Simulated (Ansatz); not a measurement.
Runs of Ansatz 0.2.0 on LuH2. The structure is cubic, space group Fm-3m (No. 225). Conventional cell: a = 5.033 Å, b = 5.033 Å, c = 5.033 Å, α = 90.00°, β = 90.00°, γ = 90.00°. Around Lu (site symmetry m-3m) lie 8 H at 2.18 Å. H (site symmetry -43m) is surrounded by 4 Lu at 2.18 Å. 

```tsv
task	level	cell	k mesh	cutoff (eV)	atoms under strain	gap on the mesh (eV)	pressure (GPa)	relaxed volume (Å³/atom)
relaxation of cell and atoms	r2SCAN+D4	relaxed	9 × 9 × 9	500	-	none	0.0	10.22
elastic constants	PBEsol	as given	7 × 7 × 7	420	clamped	none	-4.1	-
relaxation of cell and atoms	r2SCAN+D3(BJ)	relaxed	9 × 9 × 9	500	-	none	0.0	10.22
relaxation of cell and atoms	r2SCAN+D3(BJ)-ATM	relaxed	9 × 9 × 9	500	-	none	0.0	10.27
relaxation of cell and atoms	r2SCAN	relaxed	9 × 9 × 9	500	-	none	0.0	(a)
relaxation of cell and atoms	r2SCAN+rVV10	relaxed	9 × 9 × 9	500	-	none	0.0	10.27
phonons	PBEsol	as given	7 × 7 × 7	420	-	none	-	-
```

Alike in all rows: potentials or basis Ansatz PAW; no spin polarisation; smearing fermi-dirac 0.05 eV.

Estimate the missing entries.

(a) 10.38.

Caveats: the PAW data sets come from PBE, with cores solved anew for the run's functional, which leaves a small shift of forces and pressure; the plane-wave basis is chosen anew once the cell has moved, so the energies of steps on either side of that aren't comparable (some runs); pairwise dispersion overbinds metals, which lowers pressure and volume (some runs); the cell is more than 3 GPa from zero pressure, which shifts response properties (some runs); elastic constants of metals need much finer meshes, so these are rough (some runs); the dispersion damping was fitted for another functional or another form of the correction (some runs).

A k mesh can miss the band edges, and the runs leave out spin-orbit coupling on Lu.

A gap of «none» marks a metal or a gap under the smearing width.

Runs at the PBE level aren't shown here.
